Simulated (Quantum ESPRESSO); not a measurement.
Runs of Quantum ESPRESSO 7.5 on GaP. It takes space group F-43m (No. 216, cubic). The conventional cell has a = 5.451 Å, b = 5.451 Å, c = 5.451 Å, α = 90.00°, β = 90.00°, γ = 90.00°. Ga (site symmetry -43m) has 4 P at 2.36 Å as nearest neighbours. Around P (site symmetry -43m) lie 4 Ga at 2.36 Å. 

```csv
level,potentials or basis,form of the LDA correlation,pressure (GPa)
PBE,PseudoDojo 0.4.1 SR PBE standard,-,(a)
LDA,PseudoDojo 0.4.1 SR LDA standard,PW92,-2.9
BLYP,PseudoDojo 0.4.1 SR PBE standard,-,6.1
PBEsol,PseudoDojo 0.4.1 SR PBEsol standard,-,-0.5
AM05,PseudoDojo 0.4.1 SR PBE standard,-,(b)
```

Alike in all rows: task dielectric tensor; no spin polarisation; cell as given; k mesh 6 × 6 × 6, shifted; cutoff (eV) 1088; smearing fermi-dirac 0.05 eV.

Problem. Estimate the missing entries.

Solution. (a) 2.6; (b) -0.1.

Caveats: the potentials were made for another functional, which shifts forces and pressure (some runs); the cell is more than 3 GPa from zero pressure, which shifts response properties (some runs).
